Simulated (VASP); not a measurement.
# Li: intraband terms of a metal's spectrum

Li, P2_13 (no. 198), 4 atoms in the cell. PBE, independent-particle dielectric function; PAW potentials Li_sv (PBE set).

## Input

INCAR.step1:
```
EDIFF = 1E-7 ; ENCUT = 580
ISMEAR = 1 ; KPAR = 4
LASPH = T ; LCHARG = T
LMAXMIX = 4 ; LWAVE = F
PREC = Accurate ; SIGMA = 0.1
```

INCAR.step2:
```
CSHIFT = 0.1 ; EDIFF = 1E-6
ENCUT = 580 ; ICHARG = 11
ISMEAR = 0 ; KPAR = 4
LASPH = T ; LCHARG = F
LMAXMIX = 4 ; LWAVE = T
NBANDS = 32 ; NEDOS = 3000
OMEGAMAX = 30 ; PREC = Accurate
SIGMA = 0.3
```

INCAR.step3, as INCAR.step2 but for:
```
- LWAVE = T
+ ALGO = None
+ ISTART = 1
+ LOPTICS = T
+ LWAVE = F
+ NELM = 1
```

INCAR.step4, as INCAR.step3 but for:
```
+ WPLASMAI = 0.03
```

INCAR.step5 to INCAR.step6 change the same tag again: WPLASMAI = 0.1, 0.3.

INCAR.step7, as INCAR.step6 but for:
```
- WPLASMAI = 0.3
+ RTIME = 20
```

INCAR.step8, as INCAR.step7 but for:
```
- RTIME = 20
+ RTIME = 5
```

INCAR.step9, as INCAR.step8 but for:
```
- RTIME = 5
+ LNABLA = T
```

INCAR.step10, as INCAR.step9 but for:
```
- ISMEAR = 0
- LNABLA = T
+ ISMEAR = -5
```

KPOINTS.step1:
```
k-points
0
Gamma
  6 6 6
```

KPOINTS.step2:
```
k-points
0
Gamma
  9 9 9
```

POSCAR:
```
Li
1.0
    4.4544403333      0.0000000000      0.0000000000
    0.0000000000      4.4544403333      0.0000000000
    0.0000000000      0.0000000000      4.4544403333
Li
4
Direct
    0.6254320000      0.8745680000      0.1254320000
    0.1254320000      0.6254320000      0.8745680000
    0.3745680000      0.3745680000      0.3745680000
    0.8745680000      0.1254320000      0.6254320000
```

Commands (each step's output is kept before the next begins):
```
cat potpaw_PBE.64/Li_sv/POTCAR > POTCAR
cp INCAR.step1 INCAR
cp KPOINTS.step1 KPOINTS
mpirun -np 4 vasp_std > vasp.out
cp INCAR.step2 INCAR
cp KPOINTS.step2 KPOINTS
mpirun -np 4 vasp_std > vasp.out
cp INCAR.step3 INCAR
mpirun -np 4 vasp_std > vasp.out
cp INCAR.step4 INCAR
mpirun -np 4 vasp_std > vasp.out
cp INCAR.step5 INCAR
mpirun -np 4 vasp_std > vasp.out
cp INCAR.step6 INCAR
mpirun -np 4 vasp_std > vasp.out
cp INCAR.step7 INCAR
mpirun -np 4 vasp_std > vasp.out
cp INCAR.step8 INCAR
mpirun -np 4 vasp_std > vasp.out
cp INCAR.step9 INCAR
mpirun -np 4 vasp_std > vasp.out
cp INCAR.step10 INCAR
mpirun -np 4 vasp_std > vasp.out
```

## Result

- Bands: 32

One ground state, settings moved in the last step alone:

| Settings | Plasma frequency (eV) | Im ε at 0.5 eV | Im ε at 1 eV | Im ε at 2 eV | Im ε at 4 eV | Time (s) |
|---|---|---|---|---|---|---|
| interband part alone | 4.22 | 65.0 | 27.2 | 3.3 | 0.8 | 7 |
| Drude term, WPLASMAI 0.03 | 4.22 | 69.2 | 27.8 | 3.4 | 0.8 | 7 |
| Drude term, WPLASMAI 0.1 | 4.22 | 78.6 | 29.0 | 3.5 | 0.8 | 9 |
| Drude term, WPLASMAI 0.3 | 4.22 | 96.3 | 32.1 | 4.0 | 0.9 | 10 |
| relaxation time RTIME 20 fs | 4.22 | 69.6 | 27.8 | 3.4 | 0.8 | 7 |
| relaxation time RTIME 5 fs | 4.22 | 82.5 | 29.5 | 3.6 | 0.8 | 8 |
| transversal form (LNABLA) | 4.15 | 63.0 | 26.3 | 3.2 | 0.8 | 7 |
| tetrahedron method | – | – | – | – | – | no result |

VASP 6.6.1 took 95 s on 4 cores (AMD EPYC 7R13 (Zen 3)), a shared host.
